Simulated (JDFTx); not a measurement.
## W under changes of volume

One of the cells (15.848 Å³/atom); the others are scaled copies at fixed shape and fractional positions:

```xyz
1
Lattice="-1.5823 1.5823 1.5823 1.5823 -1.5823 1.5823 1.5823 1.5823 -1.5823" Properties=species:S:1:pos:R:3 pbc="T T T"
W     0.0000    0.0000    0.0000
```

```yaml
Program: JDFTx 1.7.0 (patched build)
Functional: r2SCAN
Potentials_or_basis: SG15-PBE-1.2 with smoothed tails
Cutoff: 1088 eV
Density_cutoff: 4354 eV
k_mesh: 10 × 10 × 10
Occupations: fermi-dirac, width 0.05 eV
Spin: no spin polarisation
```

| volume (Å³/atom) | energy over the lowest point (meV/atom) | pressure (GPa) |
| --- | --- | --- |
| 14.897 | ? | ? |
| 15.214 | 0.00 | 1.9 |
| 15.531 | 3.07 | -4.9 |
| 15.848 | 18.82 | -10.9 |
| 16.165 | 45.97 | -16.4 |
| 16.482 | 83.38 | -21.3 |
| 16.798 | 130.04 | -25.8 |

What does the run at 14.897 Å³/atom give?

Energy over the lowest point 11.01 meV/atom; pressure 9.4 GPa.

Worked out: A Birch-Murnaghan fit of order 3 (a polynomial in V^(-2/3)) to the other rows has its minimum at 15.30 Å³/atom with B0 = V·E''(V) = 332 GPa and B' = 3.9. It gives 10.88 meV/atom at 14.897 Å³/atom, against the run's 11.01, and -dE/dV = 9.3 GPa, against 9.4.

Energies are extrapolated to zero smearing.

Caveats: the potentials were made for another functional, which shifts forces and pressure.
